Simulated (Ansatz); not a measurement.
# AlCo: opening a crack plane

AlCo, Pm-3m, a = 2.852 Å. The structure is a Materials Project entry; whether it is the stable form wasn't checked. Ansatz: PBE, PAW, 420 eV, Γ-centred 21×21×7 mesh on 6 atoms, Gaussian smearing 0.15 eV; no spin polarisation. One cut on (100) per cell of 6 atoms is opened rigidly by x, between planes of Al and Co that stand 1.43 Å apart; y is the energy per area (8.133 Å², 1 eV/Å² = 16.02 J/m²).

| x (Å) | y (J/m²) |
| --- | --- |
| 0.00 | 0.000 |
| 0.25 | ? |
| 0.50 | 1.108 |
| 0.75 | 1.940 |
| 1.00 | 2.723 |
| 1.50 | 3.998 |
| 2.00 | 4.873 |
| 3.00 | 5.764 |
| 4.50 | 6.077 |
| 6.00 | 6.102 |

Q: Fit the universal binding curve y = W[1 − (1 + x/l) e^(−x/l)] to the other rows, give the peak stress, and predict the missing value.

A: Least squares gives W = 6.11 J/m² and l = 0.664 Å. The stress dy/dx peaks at x = l with W/(e l) = 33.9 GPa, for rigid faces. At x = 0.25: x/l = 0.377, y = 0.338 J/m². The run gave 0.356 J/m², so the fit is 0.018 J/m² too low, within the rms miss on the fitted rows (0.027 J/m²).

Cost: 12 runs of about 6.4 core-minutes in all, on Intel Xeon 6975P-C (Granite Rapids) (shared hosts).